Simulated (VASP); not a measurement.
# SiC (Fm-3m) in VASP: further runs, part 2 of 3

VASP 6.6.1. The steps go on from the part before.

**3. Relaxation of the atoms, LDA (a relaxed cell with its volume scaled by 1.02)**

INCAR reads:

```
PREC = Accurate
ENCUT = 600
EDIFF = 1E-7
ISMEAR = 0
SIGMA = 0.03
LREAL = False
LASPH = True
NELM = 80
ALGO = Normal
ISIF = 2
LWAVE = False
LCHARG = False
IBRION = 2
NSW = 40
EDIFFG = -0.01
```

KPOINTS reads:

```
regular mesh
0
Gamma
  12 12 12
```

POSCAR reads:

```
SiC                                     
1.0
    0.0000000000      2.0199016504      2.0199016504
    2.0199016504     -0.0000000000      2.0199016504
    2.0199016504      2.0199016504      0.0000000000
  Si              C             
     1     1
Direct
     0.0000000000000000    0.0000000000000000    0.0000000000000000
     0.5000000000000000    0.5000000000000000    0.5000000000000000
```

Potentials or basis: VASP PAW LDA potentials, release 64 (Si, C).

Launch:

```bash
> cat potpaw_LDA.64/Si/POTCAR potpaw_LDA.64/C/POTCAR > POTCAR
> mpirun -np 1 vasp_std > vasp.out
```

OUTCAR:

```text
PREC = Accurate
   ENCUT = 600
   EDIFF = 1E-7
   ISMEAR = 0
   LREAL = False
   LASPH = True
   NELM = 80
   ISIF = 2
   IBRION = 2
   NSW = 40
   EDIFFG = -0.01

 ion  position               nearest neighbor table
   1  0.000  0.000  0.000-   2 2.02   2 2.02   2 2.02   2 2.02   2 2.02   2 2.02
   2  0.500  0.500  0.500-   1 2.02   1 2.02   1 2.02   1 2.02   1 2.02   1 2.02

  LATTYP: Found a face centered cubic cell.
 ALAT       =     4.0398033008

  Lattice vectors:

 A1 = (   0.0000000000,   2.0199016504,   2.0199016504)
 A2 = (   2.0199016504,   0.0000000000,   2.0199016504)
 A3 = (   2.0199016504,   2.0199016504,   0.0000000000)

Analysis of symmetry for initial positions (statically):
=====================================================================
 Subroutine PRICEL returns:
 Original cell was already a primitive cell.

 Routine SETGRP: Setting up the symmetry group for a
 face centered cubic supercell.

 Subroutine GETGRP returns: Found 48 space group operations
 (whereof 48 operations were pure point group operations)
 out of a pool of 48 trial point group operations.

The static configuration has the point symmetry O_h .

Analysis of symmetry for dynamics (positions and initial velocities):
=====================================================================
 Subroutine PRICEL returns:
 Original cell was already a primitive cell.

 Routine SETGRP: Setting up the symmetry group for a
 face centered cubic supercell.

 Subroutine GETGRP returns: Found 48 space group operations
 (whereof 48 operations were pure point group operations)
 out of a pool of 48 trial point group operations.

The dynamic configuration has the point symmetry O_h .

 Subroutine INISYM returns: Found 48 space group operations
 (whereof 48 operations are pure point group operations),
 and found     1 'primitive' translations

----------------------------------------------------------------------------------------
[... 113 lines left out ...]
     AMIX_MAG =   1.60;   BMIX_MAG =  1.00
  volume/ion in A,a.u.               =       8.24        55.61
  Fermi-wavevector in a.u.,A,eV,Ry     =   1.286564  2.431253 22.520989  1.655246
  Thomas-Fermi vector in A             =   2.418631
   LORBIT       =      0    0 simple, 1 ext, 2 COOP (PROOUT), +10 PAW based schemes
   GGA     = CA    functional components
   LHFCALC =     F    Hartree Fock is set to
   AEXX    =    0.0000 exact exchange contribution
   IVDW    =     0    specifies the selected vdW correction
   LEPSILON=     F    determine dielectric tensor
   LRPA    =     F    only Hartree local field effects (RPA)
 conjugate gradient relaxation of ions
 non-spin polarized calculation
 Gauss-broadening in eV      SIGMA  =   0.03
  energy-cutoff  :      600.00
  volume of cell :       16.48
 maximum number of plane-waves:       568
   NGX = 11   NGY = 11   NGZ = 11

 number of electron       8.0000000 magnetization

 Free energy of the ion-electron system (eV)
  ---------------------------------------------------
  ext. energy  EPLUGINS =         0.00000000
  ---------------------------------------------------
  free energy    TOTEN  =       -15.29918130 eV

  energy without entropy =      -15.29898767  energy(sigma->0) =      -15.29908448

 E-fermi :  12.4472     XC(G=0): -12.8405

 val. band max:       12.3759510289   @ k =   0.0833   0.0000   0.0000
 cond. band min:      12.4619981454   @ k =  -0.1667   0.0833   0.0000
 fundamental gap:      0.0860471164
 Fermi energy:        12.4472064305

 k-point     1 :       0.0000    0.0000    0.0000
  band No.  band energies     occupation
      1      -5.9397      2.00000
      2      12.4803      0.11921
      3      12.4803      0.11921
      4      12.4803      0.11920
      5      20.1768      0.00000
      6      21.4201      0.00000
      7      21.4201      0.00000
      8      21.4201      0.00000
[... 243 lines left out ...]
 k-point    24 :      -0.4167    0.1667    0.0000
  band No.  band energies     occupation
      1      -0.3870      2.00000
      2       1.7551      2.00000
      3       8.5068      2.00000
      4      10.6266      2.00000
      5      15.9748      0.00000
      6      19.2657      0.00000
      7      20.7080      0.00000
      8      25.0792      0.00000

 [... further k-points ...]
[... 5 lines left out ...]
  --------------------------------------------------------------------------------------
  -------------------------------------------------------------------------------------
  Total       -0.5587509     -0.5587509     -0.5587509     -0.0000000      0.0000000     -0.0000000
  in kB      -54.3135494    -54.3135494    -54.3135494     -0.0000000      0.0000000     -0.0000000
  external PRESSURE =     -54.3135494 kB  Pullay stress =       0.0000000 kB

 VOLUME and BASIS-vectors are now :
 -----------------------------------------------------------------------------
  energy-cutoff  :      600.00
  volume of cell :       16.48
      direct lattice vectors                 reciprocal lattice vectors
     0.000000000  2.019901650  2.019901650    -0.247536805  0.247536805  0.247536805
     2.019901650  0.000000000  2.019901650     0.247536805 -0.247536805  0.247536805
     2.019901650  2.019901650  0.000000000     0.247536805  0.247536805 -0.247536805

 POSITION                                       TOTAL-FORCE (eV/Angst)
 -----------------------------------------------------------------------------------
      0.00000      0.00000      0.00000         0.000000      0.000000      0.000000
      2.01990      2.01990      2.01990        -0.000000     -0.000000     -0.000000
 -----------------------------------------------------------------------------------
    total drift:                               -0.000000     -0.000000      0.000000

  FREE ENERGIE OF THE ION-ELECTRON SYSTEM (eV)
  ---------------------------------------------------
  free  energy   TOTEN  =       -15.2991812987 eV

  energy  without entropy=      -15.2989876655  energy(sigma->0) =      -15.29908448

 reached required accuracy - stopping structural energy minimisation
```

Wall time 3.5 s (1 thread of Intel Xeon 6975P-C (Granite Rapids), shared host); peak memory 0.12 GiB.

Results:

| Property | Result |
| --- | --- |
| Free energy | -15.2992 eV |
| Pressure after relaxing | -5.4 GPa |
| Band gap on the k mesh | none (metal or under the smearing width) |

Final structure:
```yaml
crystal:
  lattice:
    - [0.00000, 2.01990, 2.01990]
    - [2.01990, 0.00000, 2.01990]
    - [2.01990, 2.01990, 0.00000]
  atoms:
    - { symbol: Si, position: [0.00000, 0.00000, 0.00000] }
    - { symbol: C, position: [0.50000, 0.50000, 0.50000] }
```

Levels at points of the mesh, in eV from the Fermi level:
```csv
k point,band 2,band 3,band 4,band 5,band 6,band 7
"(0.00, 0.00, 0.00)",0.03,0.03,0.03,7.73,8.97,8.97
"(0.50, 0.00, 0.00)",-11.53,-1.02,-1.02,5.26,5.26,6.07
"(0.50, 0.50, 0.00)",-9.80,-4.28,-4.28,-0.85,2.53,14.76
```

Caveat: the relaxation stopped at its first step, so nothing moved.

(Continued in part 3 of 3.)
